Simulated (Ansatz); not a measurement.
# From the elastic tensor of SnSe at 5 GPa (stress–strain coefficients) to moduli and sound speeds

Method: Ansatz, DFT PBE+D3(BJ), scalar-relativistic, plane waves, PAW. Settings: 420 eV plane-wave cutoff, Γ-centred 10×10×10 mesh, fixed occupations. No spin polarisation.

The structure is cubic, space group Fm-3m (No. 225). Conventional cell: a = 5.822 Å, b = 5.822 Å, c = 5.822 Å, α = 90.00°, β = 90.00°, γ = 90.00°. Around Sn (site symmetry m-3m) lie 6 Se at 2.91 Å. Around Se (site symmetry m-3m) lie 6 Sn at 2.91 Å.

Spin–orbit coupling is left out, which matters for heavy elements. Other phases may be more stable at this pressure. The bands were filled as in an insulator; under compression the gap may have closed between mesh points.

Relaxed-ion constants (GPa, on the Cartesian axes of the calculation):
C11 = 197.6, C12 = 12.2, C13 = 12.2, C22 = 197.6, C23 = 12.2, C33 = 197.6, C44 = 16.7, C55 = 16.7, C66 = 16.7 GPa; the others vanish.

Density 6.655 g/cm³; 2 atoms in 49.33 Å³.

The values that follow are for a polycrystal of randomly turned grains, by Hill's mean where one number stands. In a crystal this anisotropic the Voigt and Reuss bounds lie far apart, so Hill's mean and the sound speeds and Debye temperature from it are rough.

With S = C⁻¹: B_V = (C11+C22+C33+2(C12+C13+C23))/9, G_V = (C11+C22+C33−C12−C13−C23+3(C44+C55+C66))/15, 1/B_R = S11+S22+S33+2(S12+S13+S23), 15/G_R = 4(S11+S22+S33−S12−S13−S23)+3(S44+S55+S66); Hill is their mean. Then v_l = √((B+4G/3)/ρ), v_t = √(G/ρ), v_m = [(2/v_t³+1/v_l³)/3]^(−1/3) and Θ = (ħ/k_B)·v_m·(6π²n/V)^(1/3) for n atoms in the volume V; E = 9BG/(3B+G), ν = (3B−2G)/(2(3B+G)) and A^U = 5G_V/G_R + B_V/B_R − 6.

```
Bulk modulus, Voigt / Reuss / Hill          : 74.0 / 74.0 / 74.0 GPa
Shear modulus, Voigt / Reuss / Hill         : 47.1 / 24.8 / 36.0 GPa
Young's modulus                             : 93 GPa
Poisson ratio                               : 0.291
Pugh ratio B/G                              : 2.06
Universal anisotropy index                  : 4.49
Longitudinal and transverse sound speeds    : 4280 and 2325 m/s
Debye temperature from the mean sound speed : 265 K
```

This rock-salt form isn't the usual stable structure of the compound at low pressure.

Cost: 1 run of about 0.36 core-minutes, on Intel Xeon Platinum 8375C (Ice Lake) (shared hosts).